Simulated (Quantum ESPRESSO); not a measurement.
AlRu in Quantum ESPRESSO: the effect of dispersion

Crystal: AlRu.

```xyz
2
Lattice="2.9916 0.0000 0.0000 0.0000 2.9916 0.0000 0.0000 0.0000 2.9916" Properties=species:S:1:pos:R:3 pbc="T T T"
Ru    1.4958    1.4958    1.4958
Al    0.0000    0.0000    0.0000
```

Alike in all runs:

| Property | Result |
| --- | --- |
| Program | Quantum ESPRESSO 7.5 |
| Task | phonons |
| Potentials or basis | GBRV 1.5 PBE |
| Cutoff | 612 eV |
| Density cutoff | 4898 eV |
| k mesh | 9 × 9 × 9 |
| Occupations | cold, width 0.2 eV |
| Spin | no spin polarisation |

Each run relaxes the cell or the atoms first.

Question: One run gave: relaxed volume 13.77 Å³/atom; highest phonon frequency 311 cm⁻¹. Which dispersion did it use?
A. rev-vdW-DF2
B. D2
C. none
D. D3(BJ) two-body
E. rVV10

Answer: E.

| dispersion | functional | relaxed volume (Å³/atom) | highest phonon frequency (cm⁻¹) |
| --- | --- | --- | --- |
| none | PBE | 13.54 | 309 |
| D2 | PBE | 13.22 | 317 |
| D3(BJ) two-body | PBE | 13.13 | 328 |
| rVV10 | rPW86PBE | 13.77 | 311 |
| rev-vdW-DF2 | rev-vdW-DF2 | 13.38 | 313 |

Caveats: the mesh is thin for the phonons of a metal; pairwise dispersion overbinds metals, which lowers pressure and volume (some runs); the potentials were made for another functional, which shifts forces and pressure (some runs).
